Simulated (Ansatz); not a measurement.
Runs of Ansatz 0.2.0 on Al. The cell holds a slab with vacuum, 5 atoms: a = 2.827 Å, b = 2.827 Å, c = 24.186 Å, α = 90.00°, β = 90.00°, γ = 120.00°. 

```csv
task,level,cell,cutoff (eV),basis error allowed,gap on the mesh (eV),largest force (eV/Å),work function (eV)
single point,PBE,as given,121,0.002 eV/atom,none,0.26,4.05
single point,PBEsol,as given,122,0.002 eV/atom,none,0.19,(a)
single point,PBE,"the (0 0 1) slab of Al, cut from the database cell, not relaxed",137,0.001 eV/atom,none,0.26,4.05
single point,LDA,as given,122,0.002 eV/atom,none,0.10,4.21
projected density of states,PBE,"the (0 0 1) slab of Al, cut from the database cell, not relaxed",121,0.002 eV/atom,-,0.26,4.05
```

Alike in all rows: potentials or basis all-electron LAPW, scalar-relativistic; no spin polarisation; k mesh 11 × 11 × 1; smearing fermi-dirac 0.05 eV.

Problem. Fill in the values left out.

Solution. (a) 4.10.

A gap of «none» marks a metal or a gap under the smearing width.
